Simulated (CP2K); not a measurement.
The system is CuO.

```
Cu O
1.0
     2.99327    0.00000    0.00000
     1.49663    2.59225    0.00000
     1.49663    0.86408    4.88799
Cu O
2 2
Direct
  0.50389 0.47699 0.48801
  0.00389 0.97699 0.98801
  0.74611 0.77301 0.76199
  0.24611 0.27301 0.26199
```

The cell comes from a database or a generator and needn't be the stable form of this composition.

The cell isn't the ideal one: all O atoms moved 0.2 Å in one direction.

- Program: CP2K 2026.2
- Task: relaxation of cell and atoms
- Functional: PBEsol
- Potentials or basis: POTENTIAL_UZH Cu GTH-PBE-q11, O GTH-PBE-q6; TZVP-MOLOPT-PBE-GTH basis
- Density cutoff: 8163 eV
- k mesh: 8 × 8 × 4
- Occupations: fermi-dirac, width 0.05 eV
- Spin: no spin polarisation

At the start: pressure 0.1 GPa; volume 9.48 Å³/atom.

Problem. Where does the relaxation end?

Solution. Over 16 steps the energy falls by 65.0 meV/atom and the volume is 9.27 Å³/atom (-2.2 %); space group Fm-3m (No. 225, to 0.05 Å).

The path:
```csv
step,energy change (eV),largest force (eV/Å),volume (Å³)
1,0.0000,1.3071,37.93
2,-0.0639,1.0981,37.90
3,-0.2503,0.2021,37.58
4,-0.2573,0.0834,37.44
5,-0.2581,0.0757,37.38
6,-0.2601,0.0349,37.10
7,-0.2602,0.0262,37.09
8,-0.2602,0.0270,37.09
9,-0.2604,0.0357,37.09
10,-0.2605,0.0449,37.09
11,-0.2608,0.0456,37.10
12,-0.2609,0.0371,37.10
13,-0.2609,0.0299,37.10
14,-0.2609,0.0266,37.09
15,-0.2601,0.0648,37.08
16,-0.2601,0.0648,37.08
```

Final structure:
```cif
data_structure
_symmetry_space_group_name_H-M 'P 1'
_symmetry_Int_Tables_number 1
_cell_length_a 2.9717
_cell_length_b 2.9789
_cell_length_c 5.1575
_cell_angle_alpha 72.865
_cell_angle_beta 72.869
_cell_angle_gamma 59.712
_cell_volume 37.08
loop_
_atom_site_label
_atom_site_type_symbol
_atom_site_fract_x
_atom_site_fract_y
_atom_site_fract_z
_atom_site_occupancy
Cu1 Cu 0.49882 0.49908 0.50007 1
Cu2 Cu 0.99882 0.99908 0.00007 1
O1 O 0.74833 0.74816 0.74996 1
O2 O 0.24833 0.24816 0.24996 1
```

Caveat: the potentials were made for another functional, which shifts forces and pressure; the basis of atomic orbitals isn't converged, which shifts pressures, moduli and gaps; the run has no spin polarisation, though such a crystal can be magnetic.
